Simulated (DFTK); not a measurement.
Wanted: the native input for a DFTK 0.8.2 run.

| Property | Result |
| --- | --- |
| Task | single point |
| Functional | PBE |
| Potentials or basis | dojo.nc.sr.pbe.v0_4_1.standard.upf (PBE) |
| Cutoff | 1170 eV |
| k mesh | 9 × 9 × 2 |
| Occupations | fermi-dirac, width 0.05 eV |
| Spin | no spin polarisation |
| Valence electrons | Mo 14, Se 16 |
| SCF tolerance on the density | 1e-06 |

Crystal: MoSe2.

```xyz
6
Lattice="3.2880 0.0000 0.0000 -1.6440 2.8475 0.0000 0.0000 0.0000 12.9000" Properties=species:S:1:pos:R:3 pbc="T T T"
Mo    1.6440    0.9492    9.6750
Mo    0.0000    1.8983    3.2250
Se    1.6440    0.9492    4.8375
Se    0.0000    1.8983   11.2875
Se    1.6440    0.9492    1.6125
Se    0.0000    1.8983    8.0625
```

One way to write it, as run:

run.jl

```julia
using DFTK
using PseudoPotentialData
using Unitful, UnitfulAtomic
using LinearAlgebra, Printf
include("save.jl")
disable_threading()

# lattice vectors are the columns
lattice = austrip(1u"Å") * [         3.288         -1.644            0.0;
                      0.0   2.8474915276            0.0;
                      0.0            0.0           12.9]
symbols   = [:Mo, :Mo, :Se, :Se, :Se, :Se]
positions = [[0.6666666667, 0.3333333333, 0.75],
             [0.3333333333, 0.6666666667, 0.25],
             [0.6666666667, 0.3333333333, 0.375],
             [0.3333333333, 0.6666666667, 0.875],
             [0.6666666667, 0.3333333333, 0.125],
             [0.3333333333, 0.6666666667, 0.625]]
pseudopotentials = PseudoFamily("dojo.nc.sr.pbe.v0_4_1.standard.upf")
elements = Dict(s => ElementPsp(s, pseudopotentials) for s in unique(symbols))
atoms    = [elements[s] for s in symbols]

build_model(lattice, positions; symmetries=true) =
    model_DFT(lattice, atoms, positions;
              functionals=PBE(),
              temperature=austrip(0.05u"eV"),
              smearing=Smearing.FermiDirac(),
              symmetries)
Ecut  = 43.0  # hartree
kgrid = [9, 9, 2]
tol   = 1e-6
to_GPa = ustrip(uconvert(u"GPa", 1u"hartree/bohr^3"))

model = build_model(lattice, positions)
basis = PlaneWaveBasis(model; Ecut, kgrid)
display(basis)
scfres = self_consistent_field(basis;
                               tol,
                               nbandsalg=AdaptiveBands(model; n_bands_converge=58))
display(scfres.energies)
@printf "Fermi level: %.6f eV\n" ustrip(auconvert(u"eV", something(scfres.εF, NaN)))
forces = compute_forces_cart(scfres)
println("Forces (eV/Å)")
for (s, f) in zip(symbols, forces)
    @printf "%-3s %12.6f %12.6f %12.6f\n" s ustrip.(auconvert.(u"eV/Å", f))...
end
stress = compute_stresses_cart(scfres)
println("Stress (GPa)")
display(round.(stress * to_GPa; digits=4))
println("Levels at the first k-point (eV): ", round.(ustrip.(auconvert.(u"eV", scfres.eigenvalues[1][1:scfres.n_bands_converge])); digits=4))
save_scf!(scfres; forces, stress)
```

Potentials or basis: dojo.nc.sr.pbe.v0_4_1.standard.upf (PBE).

The run is started by

```bash
$ julia --threads=1 run.jl  # save.jl only writes the numbers to a file and isn't shown; printed stress counts tension as positive; times include loading and compiling
```

Results of the run:

The pressure is 8.2 GPa. The largest force is 1.122 eV/Å. The band gap on the k mesh is 0.88 eV, indirect (least direct gap 1.38 eV).

Caveat: an odd mesh through Γ misses points on the zone boundary, where band edges often lie; the cell's inner coordinates are idealised or old, which leaves forces on the atoms; this functional lacks dispersion, which binds the layers, so the pressure and a relaxed spacing across them are unreliable.

It took 11 min on 1 thread of Intel(R) Xeon(R) Platinum 8488C (Sapphire Rapids), on a shared host, peak memory 4.1 GiB.
